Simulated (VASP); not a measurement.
# Ru: single point with PBEsol

The system is Ru.

```xyz
1
Lattice="-1.5092 1.5092 1.5092 1.5092 -1.5092 1.5092 1.5092 1.5092 -1.5092" Properties=species:S:1:pos:R:3 pbc="T T T"
Ru    0.0000    0.0000    0.0000
```

The cell was built by a generator and needn't be a form met in nature.

```
Program                : VASP 6.6.1
Task                   : single point
Functional             : PBEsol
Potentials or basis    : VASP PAW PBE potentials, release 64 (Ru_pv)
Cutoff                 : 520 eV
k mesh                 : 20 × 20 × 20
Occupations            : gaussian, width 0.1 eV
Spin                   : no spin polarisation
Dipole correction      : no
Further INCAR settings : ALGO = Fast; EDIFF = 1e-06; NBANDS = 13
```

| Property | Result |
| --- | --- |
| Pressure | -0.1 GPa |
| Band gap on the k mesh | none (metal or under the smearing width) |

Levels at points of the mesh, in eV from the Fermi level:
```
           k point  band 4  band 5  band 6  band 7  band 8  band 9  band 10  band 11
(0.00, 0.00, 0.00)   -8.15   -2.87   -2.87   -2.87   -0.10   -0.10    10.38    17.12
(0.50, 0.00, 0.00)   -6.33   -4.67   -0.11    0.38    1.15    2.52    10.29    10.49
(0.50, 0.50, 0.50)   -6.43   -6.43    1.89    1.89    1.89    9.35     9.35     9.35
```

It took 15 s on 1 thread of Intel(R) Xeon(R) 6975P-C (Granite Rapids) (shared host), peak memory 0.16 GiB.

Caveat: the PAW data sets were made with another functional, which shifts forces and pressure a little.
